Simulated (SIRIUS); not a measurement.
## HfC under changes of volume

One of the cells (12.819 Å³/atom); the others are scaled copies at fixed shape and fractional positions:

```
Hf C
1.0
     0.00000    2.34040    2.34040
     2.34040    0.00000    2.34040
     2.34040    2.34040    0.00000
Hf C
1 1
Direct
  0.50000 0.50000 0.50000
  0.00000 0.00000 0.00000
```

```yaml
Program: SIRIUS 7.10.0
Functional: PBEsol
Potentials_or_basis: PseudoDojo 0.4.1 PBEsol standard (scalar relativistic)
Cutoff: 1127 eV
Density_cutoff: 4507 eV
k_mesh: 10 × 10 × 10
Occupations: fermi-dirac, width 0.05 eV
Spin: no spin polarisation
```

```tsv
volume (Å³/atom)	energy over the lowest point (meV/atom)	pressure (GPa)
11.814	?	?
12.065	1.85	3.8
12.317	0.00	-1.5
12.819	19.18	-10.5
13.071	38.74	-14.4
13.322	64.09	-17.9
```

Problem. What does the run at 11.814 Å³/atom give?

Solution. Energy over the lowest point 12.41 meV/atom; pressure 9.7 GPa.

Worked out: A Birch-Murnaghan fit of order 3 (a polynomial in V^(-2/3)) to the other rows has its minimum at 12.25 Å³/atom with B0 = V·E''(V) = 251 GPa and B' = 4.0. It gives 12.38 meV/atom at 11.814 Å³/atom, against the run's 12.41, and -dE/dV = 9.7 GPa, against 9.7.

Energies are extrapolated to zero smearing.
